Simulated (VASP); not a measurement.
# InSe: electric field gradients, 5 variants

InSe, C2/m (no. 12), 4 atoms in the cell. PBE, electric field gradients; PAW potentials In_d, Se (PBE set).

| Cell | Vzz of the first element (V/Å²) | Vzz of the second element (V/Å²) | Time (s) |
|---|---|---|---|
| as given | -130.20 | -74.41 | 75 |
| last atom moved along z (Å) = 0.01 | -130.41 | -73.67 | 90 |
| last atom moved along z (Å) = 0.02 | -130.62 | -72.92 | 91 |
| last atom moved along z (Å) = 0.05 | -131.28 | -70.68 | 98 |
| last atom moved along z (Å) = 0.1 | -132.51 | -66.94 | 95 |

Limits: rows 2, 3, 4, 5: the In and Se sites differ; a column by element shows the first atom in the POSCAR.

## Input of the first row

INCAR:
```
GGA      = PE             # functional
PREC     = Accurate       # precision mode
ENCUT    = 400            # plane-wave cutoff, eV
EDIFF    = 1E-7           # SCF threshold, eV
LREAL    = False          # projectors in reciprocal space
LASPH    = True           # aspherical terms in the spheres
ALGO     = Normal         # electronic algorithm
NELM     = 120            # most SCF steps
LWAVE    = False          # write WAVECAR
LCHARG   = False          # write CHGCAR
ISMEAR   = 0              # smearing method
SIGMA    = 0.02           # smearing width, eV
KPAR     = 4            
LEFG     = True         
QUAD_EFG = 770 0         
```

KPOINTS:
```
k-points
0
Gamma
  6 6 5
```

POSCAR:
```
InSe
1.0
    5.8263928781     -2.0546489550      0.0000000000
    5.8263928781      2.0546489550      0.0000000000
   -1.7232330140      0.0000000000      4.7713478577
In Se
2 2
Direct
    0.8882032500      0.8882032500      0.0468413600
    0.1117967500      0.1117967500      0.9531586400
    0.6609275900      0.6609275900      0.6689556200
    0.3390724100      0.3390724100      0.3310443800
```

Commands:
```
cat potpaw_PBE.64/In_d/POTCAR potpaw_PBE.64/Se/POTCAR > POTCAR
mpirun -np 4 vasp_std > vasp.out
```

VASP 6.6.1 took 75 s on 4 cores (AMD EPYC 7R43 (Zen 3)), a shared host.
